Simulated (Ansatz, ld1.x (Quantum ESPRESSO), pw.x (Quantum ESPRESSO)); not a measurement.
**From atom to crystal: TM potential for Ir**

| Quantity | Value |
| --- | --- |
| Element | Ir (Z = 77) |
| Generator | ld1.x (Quantum ESPRESSO) 7.5 |
| Type | norm-conserving Troullier–Martins (Kleinman–Bylander form) |
| Functional | PBE |
| Relativity | scalar-relativistic |
| Frozen core | [Xe] 4f14 |
| Valence charge | 9 |
| Reference configuration | 5d7 6s1 6p1 |
| Partial waves | 6p (bound): rc 3.70 bohr; 5d (bound): rc 1.85 bohr; 6s (bound): rc 1.85 bohr |
| Local potential | the s channel |
| Core correction | a·sin(br)/r model core inside 0.88 bohr |

Atomic tests: cutoffs needed: 40 Ry and 70 Ry (the cutoffs (Ry, on a coarse ladder) from which the occupation-weighted sum of valence levels, in a spherical-Bessel basis at the reference potential, stays within 10 and 1 mRy of its value at 400 Ry); ghost test: no extra level below or beside the all-electron valence levels (p, d, s, f tested) (spherical-Bessel basis up to 400 Ry, 20 bohr box); largest excitation error: -137 meV (all-electron minus pseudo) for 5d6 6s0 6p0, out of 7 test configurations.

Crystal test: diamond Ir in pw.x 7.5, no spin, 8³ k-points, Fermi–Dirac smearing 0.01 Ry, cutoffs 85/340 Ry. The lattice is a test structure that the element need not adopt, and mesh and smearing are coarse.

pw.x input:

```
&control
  calculation='scf', prefix='x', pseudo_dir='./', outdir='./tmp', tstress=.true., disk_io='none'
/
&system
  ibrav=0, nat=2, ntyp=1, ecutwfc=85, ecutrho=340, nbnd=17,
  occupations='smearing', smearing='fd', degauss=0.01
/
&electrons
  conv_thr=1e-09, mixing_beta=0.4, electron_maxstep=70
/
ATOMIC_SPECIES
Ir 1.0 Ir.UPF
CELL_PARAMETERS angstrom
  0.00000000 2.78314707 2.78314707
  2.78314707 0.00000000 2.78314707
  2.78314707 2.78314707 0.00000000
ATOMIC_POSITIONS crystal
Ir 0.0000 0.0000 0.0000
Ir 0.2500 0.2500 0.2500
K_POINTS automatic
8 8 8 0 0 0
```

```bash
pw.x < Ir.scf.in > Ir.scf.out
```

Q: How does the run end?

A: It converges; the pressure is 10.78 GPa against 0.45 GPa from all-electron LAPW. The largest radius (3.70 bohr) exceeds half the bond length (2.28 bohr), so the spheres overlap, which is one possible source of error among others. This is a poor potential for the solid. The free energy does not fall steadily as the cutoff rises, most likely since the density grid, which shrinks with it, is too coarse for the model core; the lower cutoffs are not converged. The log shows:

```
     Exchange-correlation= PBE
     number of k points=    29  Fermi-Dirac smearing, width (Ry)=  0.0100
     iteration #  1     ecut=    85.00 Ry     beta= 0.40
     total energy              =    -155.35369318 Ry
     estimated scf accuracy    <       0.06746244 Ry
     iteration #  2     ecut=    85.00 Ry     beta= 0.40
     total energy              =    -155.34671639 Ry
     estimated scf accuracy    <       0.02045861 Ry
     iteration #  3     ecut=    85.00 Ry     beta= 0.40
     total energy              =    -155.34820871 Ry
     estimated scf accuracy    <       0.00012891 Ry
     iteration #  4     ecut=    85.00 Ry     beta= 0.40
     c_bands:  1 eigenvalues not converged
     total energy              =    -155.34823429 Ry
     estimated scf accuracy    <       0.00007833 Ry
     [... 4 iterations left out ...]
     iteration #  9     ecut=    85.00 Ry     beta= 0.40
     total energy              =    -155.34825156 Ry
     estimated scf accuracy    <       0.00000118 Ry
     iteration # 10     ecut=    85.00 Ry     beta= 0.40
     total energy              =    -155.34825158 Ry
     estimated scf accuracy    <       0.00000017 Ry
     iteration # 11     ecut=    85.00 Ry     beta= 0.40
     total energy              =    -155.34825159 Ry
     estimated scf accuracy    <          7.7E-09 Ry
     iteration # 12     ecut=    85.00 Ry     beta= 0.40
     the Fermi energy is    11.2310 ev
!    total energy              =    -155.34825160 Ry
     estimated scf accuracy    <          3.1E-11 Ry
     smearing contrib. (-TS)   =      -0.00949312 Ry
     The total energy is F=E-TS. E is the sum of the following terms:
     one-electron contribution =       9.71261450 Ry
     hartree contribution      =      12.62571418 Ry
     xc contribution           =     -94.71480521 Ry
     ewald contribution        =     -82.96228195 Ry
     convergence has been achieved in  12 iterations
          total   stress  (Ry/bohr**3)                   (kbar)     P=      107.84
     Message from routine punch:
     Nothing written, as per user request (disk_io='none')
```
